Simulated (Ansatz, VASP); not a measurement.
## As: VASP beside Ansatz

```
As
1.0
    -1.73751    1.73751    1.73751
     1.73751   -1.73751    1.73751
     1.73751    1.73751   -1.73751
As
1
Direct
  0.00000 0.00000 0.00000
```

Alike in both runs: task single point; functional RPBE; k mesh 15 × 15 × 15; occupations fermi-dirac, width 0.1 eV; no spin polarisation.

```csv
,VASP,Ansatz
version,VASP 6.6.1,Ansatz 0.2.0
potentials or method,"VASP PAW PBE potentials, release 64 (As)","plane waves (420 eV) with PAW, scalar-relativistic"
plane-wave cutoff (eV),520,420
valence electrons in the cell,5,15
```

|  | VASP | Ansatz | Ansatz less VASP |
| --- | --- | --- | --- |
| pressure (GPa) | -4.9 | -4.9 | +0.03 |

With one functional, cell and mesh, what is left measures potentials, basis and numerics. The two sets of potentials don't hold the same shells in valence.

Caveats: the PAW data sets were made with another functional, which shifts forces and pressure a little (VASP).
